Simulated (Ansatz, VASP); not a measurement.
# LiCl: VASP beside Ansatz

The input INCAR:

```
PREC = Accurate
ENCUT = 520
EDIFF = 1E-6
ISMEAR = 0
SIGMA = 0.01
LREAL = False
LASPH = True
NELM = 100
ALGO = Normal
ISIF = 2
LWAVE = False
LCHARG = True
GGA = PS
LELF = True
LVHAR = True
NBANDS = 12
```

KPOINTS

```
regular mesh
0
Gamma
  6 6 6
```

The input POSCAR:

```
LiCl
1.0
    3.2711235777      0.0000000000      0.0000000000
    0.0000000000      3.2711235777      0.0000000000
    0.0000000000      0.0000000000      3.2711235777
Li Cl
1 1
Direct
    0.0000000000      0.0000000000      0.0000000000
    0.5000000000      0.5000000000      0.5000000000
```

Input for Ansatz:

```yaml
crystal:
  lattice:
    - [3.2711235777, 0.0, 0.0]
    - [0.0, 3.2711235777, 0.0]
    - [0.0, 0.0, 3.2711235777]
  atoms:
    - { symbol: Li, position: [0.0, 0.0, 0.0] }
    - { symbol: Cl, position: [0.5, 0.5, 0.5] }
kpoints:
  mp_grid: { grid: [6, 6, 6] }
hamiltonian:
  xc: pbesol
scf:
  occupations: { method: fixed }
  n_extra_bands: 4
  max_iter: 70
output:
  forces: true
  stress: true
  eigenvalues: true
basis:
  ecutrho_ratio: 12
```

Alike in both runs: task single point; functional PBEsol; k mesh 6 × 6 × 6; no spin polarisation.

|  | VASP | Ansatz |
| --- | --- | --- |
| version | VASP 6.6.1 | Ansatz 0.2.0 |
| potentials or method | VASP PAW PBE potentials, release 64 (Li_sv, Cl) | plane waves |
| plane-wave cutoff (eV) | 520 | 420 |
| occupations | gaussian, width 0.01 eV | fixed |
| valence electrons in the cell | 10 | 10 |

VASP gave:

- gap on the k mesh at the Fermi level (eV): 4.28

Question: What did Ansatz give for the same quantities?

Answer: gap on the k mesh at the Fermi level (eV): 4.26.

 A k mesh can miss the band edges.
